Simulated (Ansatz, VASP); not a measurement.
## Ag: VASP beside Ansatz

```xyz
1
Lattice="0.0000 2.0290 2.0290 2.0290 0.0000 2.0290 2.0290 2.0290 0.0000" Properties=species:S:1:pos:R:3 pbc="T T T"
Ag    0.0000    0.0000    0.0000
```

Change from the starting cell: volume scaled by 0.98.

Alike in both runs: task single point; functional PBEsol; dispersion D4; k mesh 8 × 8 × 8; occupations methfessel-paxton of order 1, width 0.1 eV; non-collinear spin, spin-orbit coupling.

|  | VASP | Ansatz |
| --- | --- | --- |
| version | VASP 6.6.1 | Ansatz 0.2.0 |
| potentials or method | VASP PAW PBE potentials, release 64 (Ag), cutoff 520 eV | all-electron LAPW, relativistic spinors |

```tsv
	VASP	Ansatz	Ansatz less VASP
gap on the k mesh at the Fermi level (eV)	none	none	-
pressure (GPa)	-3.1	-2.9	+0.18
net moment per atom (μB)	0.00	0.00	0.000
dispersion energy (meV/atom)	-337.2	-337.4	-0.11
```

A gap of «none» marks a metal or a gap that the smearing closes. Ansatz ran all-electron here, so the differences hold the error of VASP's frozen core and of both bases.

Caveats: the PAW data sets were made with another functional, which shifts forces and pressure a little (VASP); the k mesh is thin for a metal, which can move the energy by tens of meV per atom (Ansatz); pairwise dispersion overbinds metals, which lowers pressure and volume (Ansatz).
